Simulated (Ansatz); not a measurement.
# Electron scattering at the Σ5 (310) boundary in fcc Rh with O (interstitial), part 2 of 2

Aim: the relaxed structure and the specific resistance of the Σ5 (310) boundary in fcc Rh with O (interstitial).

Ansatz 0.2.0; Ansatz plane-wave DFT, PBE, PAW files; relaxation of a bicrystal slab with its lowest layers held; PAW set soft_1 (the session's first sound run).

So far. Step 2 (Relaxing the bicrystal): The largest force component on a free atom ends at 0.026 eV/Å, under the tolerance of 0.03, after 14 steps.

### 3. Transmission across the boundary

Bulk layers of each grain are laid under and over the relaxed boundary, and a lead is named in the middle of each, away from the free faces. The mesh across the current, 10×16, is finer than the density's, because channels open and close sharply across the zone. Energies from -0.1 to 0.1 eV in steps of 0.05 eV are too few for the program's thermal sum, so it prints no conductance; for a metal the transmission near the Fermi level serves, at a fraction of the cost.

This step: Ansatz plane-wave DFT, PBE, PAW files; ballistic transport by layer matching (Landauer), zero bias; boundary relaxed in a short slab, bulk layers laid on; PAW set soft_1 (Ansatz 0.2.0).

System of this step: Σ5 (310) boundary in fcc Rh with O (interstitial). The cell holds 73 atoms: 72 Rh and 1 O. Cell: a = 6.013 Å, b = 3.803 Å, c = 51.485 Å, α = 90.0°, β = 90.0°, γ = 90.0°. It derives from Rh. Regions: lower grain, 29 atoms (29 Rh); boundary, 21 atoms (20 Rh and 1 O); upper grain, 23 atoms (23 Rh). Vacuum lies along c.

The input, input.yaml:

```yaml
crystal:
  lattice:
    - [6.0132290847, 0.0, 0.0]
    - [0.0, 3.8031, 0.0]
    - [0.0, 0.0, 51.4848950521]
  atoms:
    - { symbol: Rh, position: [11.7, -19.5, 0.0776926902] }
    - { symbol: Rh, position: [11.4, -19.0, 0.0893722888] }
    - { symbol: Rh, position: [11.1, -18.5, 0.1010518874] }
    - { symbol: Rh, position: [10.8, -18.0, 0.112731486] }
    - { symbol: Rh, position: [10.5, -17.5, 0.1244110846] }
    - { symbol: Rh, position: [10.2, -17.0, 0.1360906832] }
    - { symbol: Rh, position: [9.9, -16.5, 0.1477702818] }
    - { symbol: Rh, position: [9.6, -16.0, 0.1594498804] }
    - { symbol: Rh, position: [9.3, -15.5, 0.171129479] }
    - { symbol: Rh, position: [9.0, -15.0, 0.1828090776] }
    - { symbol: Rh, position: [8.7, -14.5, 0.1944886762] }
    - { symbol: Rh, position: [8.4, -14.0, 0.2061682748] }
    - { symbol: Rh, position: [8.1, -13.5, 0.2178478735] }
    - { symbol: Rh, position: [7.8, -13.0, 0.2295274721] }
    - { symbol: Rh, position: [7.5, -12.5, 0.2412070707] }
    - { symbol: Rh, position: [7.2, -12.0, 0.2528866693] }
    - { symbol: Rh, position: [6.9, -11.5, 0.2645662679] }
    - { symbol: Rh, position: [6.6, -11.0, 0.2762458665] }
    - { symbol: Rh, position: [6.3, -10.5, 0.2879254651] }
    - { symbol: Rh, position: [6.0, -10.0, 0.2996050637] }
    - { symbol: Rh, position: [5.7, -9.5, 0.3112846623] }
    - { symbol: Rh, position: [5.4, -9.0, 0.3229642609] }
    - { symbol: Rh, position: [5.1, -8.5, 0.3346438595] }
    - { symbol: Rh, position: [4.8, -8.0, 0.3463234581] }
    - { symbol: Rh, position: [4.5, -7.5, 0.3580030567] }
    - { symbol: Rh, position: [4.2, -7.0, 0.3696826553] }
    - { symbol: Rh, position: [3.9, -6.5, 0.3813622539] }
    - { symbol: Rh, position: [3.6, -6.0, 0.3930418525] }
    - { symbol: Rh, position: [3.3, -5.5, 0.4047214512] }
    - { symbol: Rh, position: [1.0, 0.0, 0.4164010498] }
    - { symbol: Rh, position: [0.6987497469, 0.5, 0.4277999651] }
    - { symbol: Rh, position: [0.4012511981, 0.0, 0.4397516119] }
    - { symbol: Rh, position: [0.1013217208, 0.5, 0.4518019335] }
    - { symbol: Rh, position: [0.8034145484, 0.0, 0.4631641283] }
    - { symbol: Rh, position: [0.5040842842, 0.5, 0.47516653] }
    - { symbol: Rh, position: [0.2036403078, 0.0, 0.4873988997] }
    - { symbol: Rh, position: [0.9062850787, 0.5, 0.4995465044] }
    - { symbol: Rh, position: [0.6053486592, 0.0, 0.5089443495] }
    - { symbol: Rh, position: [0.2983912821, 0.5, 0.5226457177] }
    - { symbol: Rh, position: [0.0079376669, 0.0, 0.5346179307] }
    - { symbol: O, position: [0.5028527637, 0.5, 0.5532562848] }
    - { symbol: Rh, position: [0.6070285638, 0.0, 0.5586544636] }
    - { symbol: Rh, position: [0.9246187106, 0.5, 0.5702730881] }
    - { symbol: Rh, position: [0.2031588267, 0.0, 0.5825659821] }
    - { symbol: Rh, position: [0.510129631, 0.5, 0.595206552] }
    - { symbol: Rh, position: [0.8142154452, 0.0, 0.606556276] }
    - { symbol: Rh, position: [0.1109056111, 0.5, 0.6179259573] }
    - { symbol: Rh, position: [0.4105208871, 0.0, 0.6298898441] }
    - { symbol: Rh, position: [0.7081134166, 0.5, 0.6414714171] }
    - { symbol: Rh, position: [1.0079255648, 0.0, 0.6536765419] }
    - { symbol: Rh, position: [3.3079255648, -5.5, 0.6653561405] }
    - { symbol: Rh, position: [3.6079255648, -6.0, 0.6770357391] }
    - { symbol: Rh, position: [3.9079255648, -6.5, 0.6887153377] }
    - { symbol: Rh, position: [4.2079255648, -7.0, 0.7003949363] }
    - { symbol: Rh, position: [4.5079255648, -7.5, 0.7120745349] }
    - { symbol: Rh, position: [4.8079255648, -8.0, 0.7237541335] }
    - { symbol: Rh, position: [5.1079255648, -8.5, 0.7354337321] }
    - { symbol: Rh, position: [5.4079255648, -9.0, 0.7471133307] }
    - { symbol: Rh, position: [5.7079255648, -9.5, 0.7587929293] }
    - { symbol: Rh, position: [6.0079255648, -10.0, 0.7704725279] }
    - { symbol: Rh, position: [6.3079255648, -10.5, 0.7821521265] }
    - { symbol: Rh, position: [6.6079255648, -11.0, 0.7938317252] }
    - { symbol: Rh, position: [6.9079255648, -11.5, 0.8055113238] }
    - { symbol: Rh, position: [7.2079255648, -12.0, 0.8171909224] }
    - { symbol: Rh, position: [7.5079255648, -12.5, 0.828870521] }
    - { symbol: Rh, position: [7.8079255648, -13.0, 0.8405501196] }
    - { symbol: Rh, position: [8.1079255648, -13.5, 0.8522297182] }
    - { symbol: Rh, position: [8.4079255648, -14.0, 0.8639093168] }
    - { symbol: Rh, position: [8.7079255648, -14.5, 0.8755889154] }
    - { symbol: Rh, position: [9.0079255648, -15.0, 0.887268514] }
    - { symbol: Rh, position: [9.3079255648, -15.5, 0.8989481126] }
    - { symbol: Rh, position: [9.6079255648, -16.0, 0.9106277112] }
    - { symbol: Rh, position: [9.9079255648, -16.5, 0.9223073098] }
kpoints:
  mp_grid: { grid: [4, 7, 1] }
hamiltonian:
  xc: pbe
  pseudopotentials: { kind: paw, azcp: { folder: soft_1 } }
scf:
  occupations: { method: fermi_dirac, width: 0.1 }
output:
  transmission:
    leads: [[15, 16], [60, 61]]
    kmesh: [10, 16]
    e_range: [-0.1, 0.1]
    de: 0.05
  write_potential: true
  write_density: true
  volumetric_format: npy
  elf: true
```

On the command line:

```bash
$ ansatz run input.yaml --threads 8 --pin off --max-ram 15360MiB --backend cpu --events-out ev --progress --plain --runs-dir out
```

Numbers of over 12 decimals in the logs are rounded to 6 here.

What it wrote:

```text
[...]
Crystal: 73 atoms, lattice volume = 1177.404 Å³
Basis set: ecut = 420 eV, 23021 PW (Γ)
Bands: 738, of which v1, the nominal top of the filled ones, is band 615 counted from 1 (614 counted from 0)
Symmetry: 2 space group operations
[...]
k-points: 12 of 28 (time reversal used)
[...]
SCF iter   1: F=—  HF=-461602.966609 eV  |F-HF|=—  |Δ(HF+E_count)|=         —  Δρ=1.01e-1  dr2=1.61e2  ethr=3.10e-3  ⟨swp⟩=5.8  Hψ=29178  notcnv=0  defer=401
[...]
SCF iter  13: F=-461568.568353 eV  HF=-461568.568353 eV  |F-HF|=1.23e-8  |Δ(HF+E_count)|=   1.46e-9  Δρ=7.45e-7  dr2=1.29e-8  ethr=8.13e-12  ⟨swp⟩=2.0  Hψ=16339  notcnv=0
SCF 1 converged in 13 iterations: F = -461568.568353 eV  dr2 = 1.29e-8
[...]
transmission: 407 of 4050 steps passed
transmission: 810 of 4050 steps passed
[...]
transmission: 4050 of 4050 steps passed
WARN: The output density's exchange-correlation potential varies sharply where the density is thin. Do not read a vacuum level from v_tot or v_xc, or from such a field of the output density. On a cell that repeats whose density bears no net charge and no dipole along the vacuum's axis use v_es (v_loc + v_h of the components); under efield.dipole_correction with no amplitude use v_es + v_field, which holds any externa [...]
SCF converged after 13 iterations
Free energy (F): -461568.568353 eV
[...]
Internal energy: -461565.064825 eV  (E = F + TS)
E sigma→0 (E₀):  -461566.816589 eV
Entropy (-TS):   -3.503528 eV (-47.994 meV/atom)
Fermi energy:    18.162929 eV
[...]
--- Band table (eV; the first three rows and the last of 12) ---
  k-point 0: bands = [... 611 lower, 18.0973, 18.0987, 18.1339, 18.1366, 18.1585, 18.1875, 18.1890, 18.1912, ... 119 higher]
  k-point 1: bands = [... 611 lower, 18.2425, 18.2802, 18.2924, 18.3003, 18.3137, 18.3597, 18.3682, 18.4017, ... 119 higher]
  k-point 2: bands = [... 611 lower, 18.2585, 18.3059, 18.3205, 18.3321, 18.3504, 18.3527, 18.3672, 18.3783, ... 119 higher]
  k-point 11: bands = [... 611 lower, 18.0692, 18.0850, 18.0981, 18.1257, 18.1407, 18.1478, 18.1649, 18.2042, ... 119 higher]
--- Transmission ---
  basis      : 201 plane waves across, 75 finite elements along
  points     : 54, standing for a mesh of 10 x 16
  energies   : 5 from -0.100000 to 0.100000 eV about the Fermi level, 0.050000 eV apart; the leads are filled to 0.000000 eV, and channels, transmission and decay are at 0.000000 eV
  crystal 0  : Rh4, at the sites [15, 16], period 2.4053 Å, over 18.04 Å; its Hamiltonian steps by up to 14.0 meV
    offset         : up to 0.0000 Å between an atom of the period and one for which it stands
    channels       : 6.900000e0 a spin
    conductance    : none, the energies end too early or step too widely for 300 K: set another output.transmission.e_range or a lower de, or, where they end at an eighth of basis.ecutwfc, a higher one
[...]
channels       : 6.925000e0 a spin
[...]
junction   : crystal 0 to crystal 1, 12.72 to 38.16 Å
    transmission   : 3.103021e0 a spin
[...]
```

Elapsed: 28 min, on 8 threads of Arm Neoverse N1, shared host; peak memory 11 GiB; 3.6 h of CPU time.

Numbers from this step:

* free energy: -461568.5684 eV
* energy at zero smearing: -461566.8166 eV
* Fermi energy: 18.16 eV
* cell area: 22.87 Å²
* transmission per spin nearest the Fermi level: 3.103
* open channels per spin nearest the Fermi level: 6.9
* open channels per spin, upper lead: 6.925
* step of the lead's potential: 14 meV
* step of the upper lead's potential: 13.1 meV

Per spin. Table of transmission, zone mean by energy, zero at the Fermi level:

```tsv
energy (eV)	transmission, zone mean
-0.1000	3.05
-0.0500	3.08
0.0000	3.10
0.0500	3.19
0.1000	3.21
```

Per spin. Open channels, zone mean against energy, zero at the Fermi level:

```tsv
energy (eV)	lead	upper lead
-0.1000	6.86	6.86
-0.0500	6.86	6.89
0.0000	6.9	6.92
0.0500	7.16	7.16
0.1000	7.11	7.11
```

Transmission over k1 and k2. At 0.0000 eV from the Fermi level.

Ten even steps from '_' (1.59) to '@' (4.87):
```
++====::**%%**::====
**++--::------::--++
==++====......====++
__....--==**==--....
::::--::++##++::--::
==--==++******++==--
++++##**==++==**##++
++++##%%##++##%%##++
++++##**==++==**##++
==--==++******++==--
::::--::++##++::--::
__....--==**==--....
==++====......====++
**++--::------::--++
++====::**%%**::====
@@**__==%%@@%%==__**
```
Columns: k1 (b1) from -0.5 to 0.4; rows upwards: k2 (b2) from -0.5 to 0.438.

Open channels over k1 and k2. At 0.0000 eV from the Fermi level.

Ten even steps from '_' (4.0) to '@' (10.0):
```
**++--..%%@@%%..--++
**++------++------++
--++++++--..--++++++
______..--**--..____
------..++**++..----
**--++++******++++--
**++@@%%++**++%%@@++
****@@@@@@**@@@@@@**
**++@@%%++**++%%@@++
**--++++******++++--
------..++**++..----
______..--**--..____
--++++++--..--++++++
**++------++------++
**++--..%%@@%%..--++
@@**__--@@@@@@--__**
```
Columns: k1 (b1) from -0.5 to 0.4; rows upwards: k2 (b2) from -0.5 to 0.438.

Valence density in the ca plane at fractional y = 0.500, with atoms of Rh and O within 0.2 Å of it. It is the smooth field of the valence electrons, not physical close to the nuclei.

Values in e/Å³, 9 rows by 16 columns, each cell a mean:
```
 4  0  0  1  0  8  5  0  1 11  2  0  1  0  1 10
 2  1  3  0  0  4  3  0  1  4  1  0  1  3  1  5
 0  4  9  0  0  0  0  0  0  0  0  0  4  9  0  0
 0  2  3  1  5  1  0  0  2  1  5  2  1  3  0  0
 0  1  0  1 10  2  0  1  5  1  8  4  0  0  1  0
 4  4  0  0  2  1  4  5  1  0  2  1  0  1  7  1
 6  6  0  1  0  0  5  7  0  0  0  1  1  2  9  1
 1  1  2  9  1  0  1  1  0  0  0  6  6  0  1  0
 1  0  2  8  1  2  1  0  0  3  1  4  4  0  0  2
```
Columns run along c (16.0 Å, from fractional 0.39 to 0.70 of the cell), rows up along a (6.0 Å). Atoms in or near the plane, at fractional coordinates: Rh at (0.40, 0.30), Rh at (0.43, 0.70), Rh at (0.45, 0.10), Rh at (0.48, 0.50), Rh at (0.50, 0.91), Rh at (0.52, 0.30), O at (0.55, 0.50), Rh at (0.57, 0.92), Rh at (0.60, 0.51), Rh at (0.62, 0.11), Rh at (0.64, 0.71), Rh at (0.67, 0.31), Rh at (0.69, 0.91).

Electrostatic potential energy in the ca plane at fractional y = 0.500, with atoms of Rh and O within 0.2 Å of it. With pseudopotentials it is smooth inside the atoms' cores, unlike the true potential.

Ten even steps from '0' (-62 eV) to '9' (22 eV), each cell a mean:
```
26999998777998400269999730026998778999997300
15899999999997300269999830026999999889997200
36997557999998521479999963358999997546898422
78974114899999866799999998789999984102699866
99972002799999999999999999999999983001599999
99973113799766899999999999986568985213799999
99997557997312589999997568973125898656899998
99999889995100389999995347851003899999999998
98778999996201489977786457962014899999767898
74236999998545799632378789986457999997322689
51004899999888998410158999999889999995100489
61004899878999998410159999999998778996201489
74336997434899999632479999999985235898534799
98789984101599999987899999999972003799888999
89999984001589988899999987789972003799999988
58999996323799743689999863248985335899998644
```
Columns run along c (16.0 Å, from fractional 0.39 to 0.70 of the cell; values clipped at the 3rd and 97th percentile), rows up along a (6.0 Å). Atoms in or near the plane, at fractional coordinates: Rh at (0.40, 0.30), Rh at (0.43, 0.70), Rh at (0.45, 0.10), Rh at (0.48, 0.50), Rh at (0.50, 0.91), Rh at (0.52, 0.30), O at (0.55, 0.50), Rh at (0.57, 0.92), Rh at (0.60, 0.51), Rh at (0.62, 0.11), Rh at (0.64, 0.71), Rh at (0.67, 0.31), Rh at (0.69, 0.91).

ELF in the ca plane at fractional y = 0.500, with atoms of Rh and O within 0.2 Å of it. It is the smooth field of the valence electrons, not physical close to the nuclei.

Values, 9 rows by 16 columns, each cell a mean:
```
0.48 0.20 0.24 0.28 0.24 0.65 0.53 0.18 0.33 0.72 0.37 0.24 0.25 0.21 0.29 0.71
0.40 0.34 0.43 0.21 0.20 0.51 0.43 0.13 0.21 0.54 0.27 0.19 0.34 0.47 0.26 0.57
0.22 0.50 0.67 0.24 0.23 0.24 0.20 0.07 0.17 0.18 0.24 0.22 0.49 0.68 0.24 0.23
0.19 0.36 0.48 0.27 0.57 0.32 0.17 0.20 0.71 0.32 0.55 0.41 0.35 0.46 0.21 0.21
0.24 0.26 0.21 0.30 0.71 0.40 0.24 0.31 0.65 0.48 0.65 0.48 0.21 0.24 0.28 0.24
0.51 0.50 0.20 0.23 0.42 0.27 0.49 0.49 0.54 0.28 0.38 0.30 0.20 0.33 0.65 0.30
0.59 0.56 0.24 0.32 0.23 0.20 0.51 0.62 0.14 0.09 0.20 0.31 0.30 0.36 0.69 0.30
0.31 0.30 0.37 0.68 0.29 0.22 0.30 0.32 0.16 0.19 0.21 0.58 0.56 0.24 0.33 0.23
0.28 0.20 0.35 0.66 0.29 0.37 0.32 0.20 0.24 0.51 0.29 0.52 0.51 0.20 0.22 0.42
```
Columns run along c (16.0 Å, from fractional 0.39 to 0.70 of the cell), rows up along a (6.0 Å). Atoms in or near the plane, at fractional coordinates: Rh at (0.40, 0.30), Rh at (0.43, 0.70), Rh at (0.45, 0.10), Rh at (0.48, 0.50), Rh at (0.50, 0.91), Rh at (0.52, 0.30), O at (0.55, 0.50), Rh at (0.57, 0.92), Rh at (0.60, 0.51), Rh at (0.62, 0.11), Rh at (0.64, 0.71), Rh at (0.67, 0.31), Rh at (0.69, 0.91).

Over the solved energies the transmission per spin lies between 3.05 and 3.21, out of 6.98 channels of the lead on average (up to 7.16).

### 4. Specific resistance

This step: Ansatz plane-wave DFT, PBE, PAW files; ballistic transport by layer matching (Landauer), zero bias; specific resistance of the boundary; PAW set soft_1 (Ansatz 0.2.0).

Numbers from this step:

* area resistance: 0.5209 fΩ m²
* T over the leads' mean channel count: 0.4479

Averaged over the energies near the Fermi level, 44.8 % of the channels pass, which makes 0.521 fΩ m².

By hand, with T and the leads' channels N averaged over the energies near the Fermi level: RA = A (h/2e²)(1/T − ½[1/N₁ + 1/N₂]) = 22.87×10⁻²⁰ m² × 12 906 Ω × (1/3.128 − ½[1/6.980 + 1/6.990]) = 0.521 fΩ m².

### 5. Outcome

```yaml
specific_resistance_of_the_boundary: 0.521 fΩ m²
share_of_channels_that_pass: 0.448
```

**Reading.** The boundary has a specific resistance of 0.52 fΩ m². The boundary reflects 55 % of the channels; 0.52 fΩ m² is 5.2×10⁻¹² Ω·cm². One O in 22.9 Å² of boundary is a high coverage. One starting structure was relaxed; another shift or atom count at the boundary may lie lower.

[Logs are printed without paths, hosts, clocks, repeated set-up lines and the standing remarks that a program may print on its own settings, such as how far it seeks lower states.]

[Hosts, paths, dates, database ids (printed as entryN), source tags and the programs' standing remarks are cut or masked in the printed files.]
